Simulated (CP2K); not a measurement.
The system is LiH.

```xyz
2
Lattice="2.8804 0.0000 0.0000 1.4402 2.4945 0.0000 1.4402 0.8315 2.3518" Properties=species:S:1:pos:R:3 pbc="T T T"
Li    0.0000    0.0000    0.0000
H     2.8804    1.6630    1.1759
```

Base run:

* Program: CP2K 2026.2
* Functional: PBE
* Potentials or basis: POTENTIAL_UZH Li GTH-PBE-q3, H GTH-PBE-q1; TZVP-MOLOPT-PBE-GTH basis
* Density cutoff: 7483 eV
* k mesh: 11 × 11 × 11
* Occupations: fermi-dirac, width 0.0259 eV
* Spin: no spin polarisation

Its results: band gap on the k mesh 3.39 eV, direct; pressure -1.5 GPa.

Question: The run is repeated on the same cell with these changes: functional from PBE to PBEsol; occupations from fermi-dirac, width 0.0259 eV to fermi-dirac, width 0.01 eV. What comes out?

Answer: Band gap on the k mesh 3.18 eV, direct; pressure -2.2 GPa.

Caveats: the mesh misses the band edges, which the band path finds closer together; the basis of atomic orbitals isn't converged, which shifts pressures, moduli and gaps; the potentials were made for another functional, which shifts forces and pressure (some runs).

Not every run made on this cell is shown here.
